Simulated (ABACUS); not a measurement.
Runs of ABACUS 3.10.1 on MgO. The structure is cubic, space group Fm-3m (No. 225). The conventional cell has a = 4.194 Å, b = 4.194 Å, c = 4.194 Å, α = 90.00°, β = 90.00°, γ = 90.00°. Mg (site symmetry m-3m) is surrounded by 6 O at 2.10 Å. Around O (site symmetry m-3m) lie 6 Mg at 2.10 Å. The cell is a database's computed one.

```tsv
task	level	potentials or basis	cell	k mesh	cutoff (eV)	threshold of the eigensolver	path	points for each segment of the path	symmetry key	max steps of the relaxation	gap on the mesh (eV)	pressure (GPa)	relaxed volume (Å³/atom)
single point	TM	SG15 ONCV 1.2 PBE, plane waves	as given	7 × 7 × 7	1320	-	-	-	1	-	5.17	(c)	-
single point	PW91	PseudoDojo NC SR 0.5 PBE stringent, plane waves	as given	9 × 9 × 9	1252	-	-	-	1	-	4.92	(a)	-
relaxation of cell and atoms	TM	SG15 ONCV 1.2 PBE, plane waves	relaxed	7 × 7 × 7	1320	-	-	-	1	60	5.10	0.0	9.28
relaxation of cell and atoms	PW91	PseudoDojo NC SR 0.5 PBE stringent, plane waves	relaxed	9 × 9 × 9	1252	-	-	-	1	60	4.53	0.0	(b)
```

Alike in all rows: no spin polarisation; smearing fermi-dirac 0.05 eV.

**Question.** Estimate the missing entries.

**Answer.** (a) 6.6; (b) 9.60; (c) 1.2.

Caveats: the potentials were made for another functional, which shifts forces and pressure.

